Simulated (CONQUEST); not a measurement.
La in CONQUEST: convergence with k mesh

Input of the first run (k mesh 1 × 1 × 1); the others differ in this setting and in those tied to it:

The input Conquest_input:

```
IO.Title La
IO.Coordinates coords.dat
IO.FractionalAtomicCoords T
IO.Iprint 2
IO.Iprint_init 1
General.NumberOfSpecies 1
General.PseudopotentialType hamann
AtomMove.TypeOfRun static
AtomMove.FullStress T
Grid.GridCutoff 120
DM.SolutionMethod diagon
Diag.MPMesh T
Diag.GammaCentred T
Diag.MPMeshX 1
Diag.MPMeshY 1
Diag.MPMeshZ 1
Diag.kT 0.00183747
minE.SCTolerance 1e-6
SC.MaxIters 100
IO.AtomChargeOutput T
%block ChemicalSpeciesLabel
1 138.910 La
%endblock
```

Contents of coords.dat:

```
    8.0269181183     0.0000000000     0.0000000000
    0.0000000000     8.0269181183     0.0000000000
    0.0000000000     0.0000000000     8.0269181183
2
  0.0020020000  -0.0109030000  -0.0117370000 1 T T T
  0.5005410000   0.4919180000   0.5043120000 1 T T T
```

Potentials or basis: PseudoDojo NC PBE, SZP, grid cutoff 120 Ha.

Command:

```sh
$ OMP_NUM_THREADS=1 Conquest
```

The cell isn't the ideal one: atoms moved at random.

This isn't the form of La at room conditions, which is double hcp.

Hardware: 1 thread of Intel(R) Xeon(R) Platinum 8488C (Sapphire Rapids), on a shared host.

Task: The values tried are 1 × 1 × 1, 2 × 2 × 2, 3 × 3 × 3, 4 × 4 × 4, 5 × 5 × 5, 6 × 6 × 6, 8 × 8 × 8, 9 × 9 × 9, loosest first. From which on does the pressure stay within 0.1 GPa of the tightest run that finished?

Result: From 6 × 6 × 6 on.

| k mesh | energy less the tightest run, at zero smearing (meV/atom) | pressure (GPa) | largest force (eV/Å) | SCF cycles | CPU time (s) | peak memory (GiB) |
| --- | --- | --- | --- | --- | --- | --- |
| 1 × 1 × 1 | -3586.17 | -7.22 | 0.436 | 6 | 18 | 0.47 |
| 2 × 2 × 2 | -292.14 | -0.79 | 0.453 | 6 | 18 | 0.47 |
| 3 × 3 × 3 | 80.30 | 2.94 | 0.292 | 5 | 15 | 0.47 |
| 4 × 4 × 4 | 36.13 | 2.66 | 0.135 | 6 | 18 | 0.46 |
| 5 × 5 × 5 | -11.62 | 1.60 | 0.206 | 6 | 20 | 0.46 |
| 6 × 6 × 6 | -1.19 | 2.02 | 0.194 | 5 | 21 | 0.47 |
| 8 × 8 × 8 | 3.37 | 1.91 | 0.178 | 6 | 34 | 0.47 |
| 9 × 9 × 9 | 0.00 | 1.98 | 0.184 | 5 | 30 | 0.47 |

Not settled before the last step: the energy (to 1 meV/atom), the largest force (to 0.005 eV/Å). Meshes of other sizes hit other points, so gaps and Fermi surfaces needn't settle smoothly. The tightest run that finished is the yardstick and may itself not be fully converged.

Caveat, for the tightest run too: the atomic basis is small; the basis of atomic orbitals isn't converged, which shifts pressures, moduli and gaps. The run has no spin-orbit coupling, so splittings on La are missing.
